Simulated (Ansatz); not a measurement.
# AlRu (Pm-3m), a film clamped to a substrate

Level of theory: Ansatz, DFT PBEsol, scalar-relativistic, plane waves, PAW. Cutoff 420 eV, Γ-centred 20×20×20 k-points, Gaussian smearing of 0.15 eV. No spin polarisation. Energies are free energies at this smearing, counted from the undisturbed cell; pressure is positive in compression.

Zero of the scan (relaxed at this level; it needn't be the usual structure):

```
CELL_PARAMETERS angstrom
2.97641 0.00000 0.00000
0.00000 2.97641 0.00000
0.00000 0.00000 2.97641
ATOMIC_POSITIONS crystal
Al 0.00000 0.00000 0.00000
Ru 0.50000 0.50000 0.50000
```

The cell (2 atoms, V0 = 26.37 Å³) is strained by p along both x and y and by q along z, fractional coordinates fixed. τp = (1/V0) ∂E/∂p = (σxx + σyy)(1 + p)(1 + q) and τq = (1/V0) ∂E/∂q = σzz(1 + p)², with tension positive.

| p | q | ΔE (meV/atom) | τp (GPa) | τq (GPa) |
| --- | --- | --- | --- | --- |
| 0.000 | 0.000 | 0.00 | 0.05 | 0.02 |
| -0.015 | 0.000 | 9.55 | -15.86 | -5.00 |
| 0.015 | 0.000 | 8.90 | 14.07 | 4.62 |
| 0.000 | -0.015 | 3.21 | -4.89 | -5.32 |
| 0.000 | 0.015 | 3.05 | 4.72 | 4.83 |

Task: Get the second derivatives of the energy density.

Result: Central differences give A = ∂τp/∂p = 998 GPa (C11 + C22 + 2 C12), C = ∂τq/∂q = 338 GPa (C33) and the cross term B = ∂τq/∂p = 321 GPa (C13 + C23); ∂τp/∂q = 320 GPa must equal B, and any difference shows higher-order terms. The ions are clamped. In a cubic crystal C11 = C = 338, C12 = B/2 = 160 GPa and A should be 2(C11 + C12) = 997 GPa; the bulk modulus is (C11 + 2 C12)/3 = 220 GPa.

Task: A film of this crystal grows with z along the normal on a substrate that imposes p. How does its thickness respond, and what does the misfit cost?

Result: Count p and q from the stress-free cell. A free surface needs τq = 0, so q = −(B/C) p = -0.95 p. The energy density left is (A − B²/C) p²/2 = M p², with the biaxial modulus M = 347 GPa; a misfit of 1 % costs 2.85 meV/atom, against 4.10 meV/atom if the thickness were held.

In a metal these slopes depend on the k mesh and the smearing.

AlRu is stiff against both volume change and tetragonal distortion: C11 (338 GPa) lies well above C12 (160 GPa), so the cubic cell resists being drawn along the Bain path. The probable origin is hybridisation between Ru d and Al s,p states, which in transition-metal aluminides of this structure tends to open a pseudogap near the Fermi level and gives the bonding a directional part.

A film under in-plane tension therefore thins, but by too little to conserve its volume, and the misfit energy that remains is both dilatational and shear in character. Freeing the thickness still lowers the cost at 1 % misfit from 4.10 to 2.85 meV/atom. Compression costs more than equal tension along both strain paths, the usual anharmonic signature of short-range repulsion rising faster than cohesion weakens.

Clamping the ions takes nothing from these constants, since both atoms sit on inversion centres that the tetragonal strain preserves. C44 isn't probed, so the results settle neither full elastic stability nor the misfit energy of films grown along other directions.
